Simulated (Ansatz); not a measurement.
Independent-particle absorption of MgS (Fm-3m, a = 5.182 Å, b = 5.182 Å, c = 5.182 Å, α = 90.00°, β = 90.00°, γ = 90.00°), no local fields or excitons, 0.1 eV broadening. Theory: DFT PBEsol, scalar-relativistic, plane waves, PAW in Ansatz 0.2.0.

Settings: cutoff 420 eV, Γ-centred mesh 8×8×8 on the computed 2-atom cell, Gaussian smearing of 0.02 eV; no spin polarisation. The spectrum is summed on a 12×12×12 mesh.

```
CELL_PARAMETERS angstrom
0.00000 2.59099 2.59099
2.59099 0.00000 2.59099
2.59099 2.59099 0.00000
ATOMIC_POSITIONS crystal
Mg 0.00000 0.00000 0.00000
S 0.50000 0.50000 0.50000
```

```tsv
photon energy (eV)	ε2,xx
0.0	0.00
0.4	0.00
0.8	0.00
1.2	0.00
1.6	0.00
2.0	0.00
2.4	0.00
2.8	0.00
3.2	0.00
3.6	0.02
4.0	0.55
4.4	0.98
4.8	3.53
5.2	11.13
5.6	14.06
6.0	20.85
6.4	12.53
6.8	8.02
7.2	8.70
7.6	10.86
8.0	9.50
8.4	7.27
8.8	4.75
9.2	3.70
9.6	3.27
10.0	2.80
10.4	2.49
10.8	2.16
11.2	1.65
11.6	1.49
12.0	1.11
12.4	0.95
12.8	0.82
13.2	0.69
13.6	0.53
14.0	0.43
```

The strongest peak lies near 6.0 eV. ε∞ (xx, yy, zz) = 6.1, 6.1, 6.1.

Cost: 1 run of about 0.18 core-minutes, on Arm Neoverse V1 (shared hosts).